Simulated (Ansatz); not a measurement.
Runs of Ansatz 0.2.0 on Sc. It takes space group P6_3/mmc (No. 194, hexagonal). Conventional cell: a = 3.309 Å, b = 3.309 Å, c = 5.273 Å, α = 90.00°, β = 90.00°, γ = 120.00°. Around Sc (site symmetry -6m2) lie 12 Sc at 3.26 to 3.31 Å. 

```csv
task,level,potentials or basis,spin,cell,cutoff (eV),smearing,other keys,gap on the mesh (eV),pressure (GPa)
single point,PBE,Ansatz PAW,off,"atoms moved at random, drawn with an rms of 0.05 Å",420,fermi-dirac 0.05 eV,-,none,-0.7
single point,PBE,Ansatz PAW,off,as given,420,fermi-dirac 0.05 eV,-,none,-0.7
atomic charges,PBE,PseudoDojo stringent (PBEsol files),off,as given,1061,tetrahedron,scf.mixing.algorithm = msr1; scf.mixing.beta = 0.05,none,(a)
single point,m-r2SCAN,Ansatz PAW,"SOC, no magnetisation",as given,500,tetrahedron,hamiltonian.pseudopotentials = kind paw_fr; …,none,-0.1
```

Alike in all rows: k mesh 9 × 9 × 5.

Task: Fill in the values left out.

Result: (a) -0.8.

Caveats: with tetrahedron occupations forces and stress needn't match the slope of the energy (some runs); the potentials were made for another functional, which shifts forces and pressure (some runs); the PAW data sets come from PBE, with cores solved anew for the run's functional, which leaves a small shift of forces and pressure (some runs).

A gap of «none» marks a metal or a gap under the smearing width.
